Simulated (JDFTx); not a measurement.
**NaH under changes of volume**

One of the cells (14.527 Å³/atom); the others are scaled copies at fixed shape and fractional positions:

```
CELL_PARAMETERS angstrom
0.00000 2.44000 2.44000
2.44000 0.00000 2.44000
2.44000 2.44000 0.00000
ATOMIC_POSITIONS crystal
Na 0.00000 0.00000 0.00000
H 0.50000 0.50000 0.50000
```

```yaml
Program: JDFTx 1.7.0 (patched build)
Functional: LDA
Potentials_or_basis: PseudoDojo-SR-LDA-0.4.1-standard with smoothed tails
Cutoff: 1197 eV
Density_cutoff: 9578 eV
k_mesh: 9 × 9 × 9
Occupations: fermi-dirac, width 0.05 eV
Spin: no spin polarisation
```

| volume (Å³/atom) | energy over the lowest point (meV/atom) | pressure (GPa) | gap on the mesh (eV) |
| --- | --- | --- | --- |
| 13.655 | 0.00 | -1.4 | 3.78 |
| 13.946 | ? | ? | ? |
| 14.236 | 6.60 | -2.2 | 3.71 |
| 14.527 | 10.97 | -2.6 | 3.67 |
| 14.817 | 15.96 | -2.9 | 3.64 |
| 15.108 | 21.51 | -3.2 | 3.61 |
| 15.398 | 27.56 | -3.5 | 3.57 |

Question: What does the run at 13.946 Å³/atom give?

Answer: Energy over the lowest point 2.92 meV/atom; pressure -1.8 GPa; gap on the mesh 3.74 eV.

Worked out: A Birch-Murnaghan fit of order 3 (a polynomial in V^(-2/3)) to the other rows has no minimum within the range. It gives 2.92 meV/atom at 13.946 Å³/atom, against the run's 2.92, and -dE/dV = -1.8 GPa, against -1.8. A straight line through the other rows of the gap, of slope -1.73 eV per unit of ln V, gives 3.74 eV, against the run's 3.74.

Energies are extrapolated to zero smearing.

Caveats: an odd mesh through Γ misses points on the zone boundary, where band edges often lie.
